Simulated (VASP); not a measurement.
# GaSb: molecular dynamics with the cell free or held by constraints

GaSb, F-43m (no. 216), 8 atoms in the cell. PBE, constrained or biased molecular dynamics; PAW potentials Sb, Ga (PBE set).

| Held coordinates | Spread of the volume (Å³) | Time (s) |
|---|---|---|
| none | 0.54 | 42 |
| volume held, shape free | 0.00 | 43 |
| angles held, lengths free | 0.69 | 45 |
| lengths in step, angles held | 1.16 | 51 |

Limits: each run has its own random start, so only a spread that vanishes tells of a constraint; the run is only 0.12 ps long, so its averages are rough.

## Input of the first row

INCAR:
```
ALGO = Normal ; EDIFF = 1E-5
ENCUT = 240 ; IBRION = 0
ISIF = 3 ; ISMEAR = 0
ISYM = 0 ; LANGEVIN_GAMMA = 10 10
LANGEVIN_GAMMA_L = 10 ; LCHARG = False
LREAL = False ; LWAVE = False
MDALGO = 3 ; NELMIN = 4
NSW = 60 ; PMASS = 1000
POTIM = 2.0 ; PREC = Normal
RANDOM_SEED = 690674 0 0 ; SIGMA = 0.05
TEBEG = 500
```

KPOINTS:
```
k-points
0
Gamma
  3 3 3
```

POSCAR:
```
GaSb
1.0
    6.1180000000      0.0000000000      0.0000000000
    0.0000000000      6.1180000000      0.0000000000
    0.0000000000      0.0000000000      6.1180000000
Sb Ga
4 4
Direct
    0.2500000000      0.2500000000      0.2500000000
    0.2500000000      0.7500000000      0.7500000000
    0.7500000000      0.2500000000      0.7500000000
    0.7500000000      0.7500000000      0.2500000000
    0.0000000000      0.0000000000      0.0000000000
    0.0000000000      0.5000000000      0.5000000000
    0.5000000000      0.0000000000      0.5000000000
    0.5000000000      0.5000000000      0.0000000000
```

Commands:
```
cat potpaw_PBE.64/Sb/POTCAR potpaw_PBE.64/Ga/POTCAR > POTCAR
mpirun -np 4 vasp_std > vasp.out
```

ICONST of row 4:
```
LA 1 2 0
LA 1 3 0
LA 2 3 0
LR 1 0
LR 2 0
LR 3 0
S 1.0 0.0 0.0 0.0 0.0 0.0 0
S 0.0 1.0 0.0 0.0 0.0 0.0 0
S 0.0 0.0 1.0 0.0 0.0 0.0 0
S 0 0 0 1 -1 0 0
S 0 0 0 1 0 -1 0
```

VASP 6.6.1 took 42 s on 4 cores (Intel Xeon 6975P-C (Granite Rapids)), a shared host.
